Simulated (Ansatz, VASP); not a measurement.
**Cr: VASP beside Ansatz**

```
Cr
1.0
     0.00000    1.83727    1.83727
     1.83727    0.00000    1.83727
     1.83727    1.83727    0.00000
Cr
1
Direct
  0.00000 0.00000 0.00000
```

Alike in both runs: task single point; functional PBEsol; k mesh 20 × 20 × 20; occupations gaussian, width 0.1 eV; no spin polarisation.

|  | VASP | Ansatz |
| --- | --- | --- |
| version | VASP 6.6.1 | Ansatz 0.2.0 |
| potentials or method | VASP PAW PBE potentials, release 64 (Cr_pv) | scalar-relativistic, plane waves, PAW |
| plane-wave cutoff (eV) | 520 | 420 |
| valence electrons in the cell | 12 | 14 |

Ansatz gave:

```
gap on the k mesh at the Fermi level (eV) : none
pressure (GPa)                            : -17.5
```

What did VASP give for the same quantities?

gap on the k mesh at the Fermi level (eV): none; pressure (GPa): -17.9.

A gap of «none» marks a metal or a gap that the smearing closes. The functional is the same, so the differences come from potentials, cutoffs and numerics. The two sets of potentials don't hold the same shells in valence.

Caveats: so large a pressure means that the cell lies far from this level's equilibrium, or that cutoff or potentials fall short (VASP); the potentials were made for another functional, which shifts forces and pressure (VASP); the run has no spin polarisation, though such a crystal can be magnetic. Spin polarisation is off, so any magnetic state and its effect on volume and gap are missing.
